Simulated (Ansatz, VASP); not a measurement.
Two plane-wave programs on W

```
CELL_PARAMETERS angstrom
0.00000 2.09090 1.96910
2.09090 0.00000 1.96910
2.09090 2.09090 0.00000
ATOMIC_POSITIONS crystal
W 0.00000 0.00000 0.00000
```

Change from the starting cell: strain +0.030 along x and y, -0.030 along z, atoms carried along.

Alike in both runs: task single point; functional PBE; k mesh 20 × 20 × 20; occupations gaussian, width 0.15 eV; no spin polarisation.

|  | VASP | Ansatz |
| --- | --- | --- |
| version | VASP 6.6.1 | Ansatz 0.2.0 |
| potentials or method | VASP PAW PBE potentials, release 64 (W_sv) | scalar-relativistic, plane waves, PAW |
| plane-wave cutoff (eV) | 520 | 420 |
| valence electrons in the cell | 14 | 14 |

|  | VASP | Ansatz | Ansatz less VASP |
| --- | --- | --- | --- |
| gap on the k mesh at the Fermi level (eV) | none | none | - |
| pressure (GPa) | -11.7 | -12.0 | -0.33 |
| largest component of the traceless stress (GPa) | 10.90 | 10.86 | -0.034 |

A gap of «none» marks a metal or a gap that the smearing closes.

The runs have no spin-orbit coupling, so splittings on W are missing.
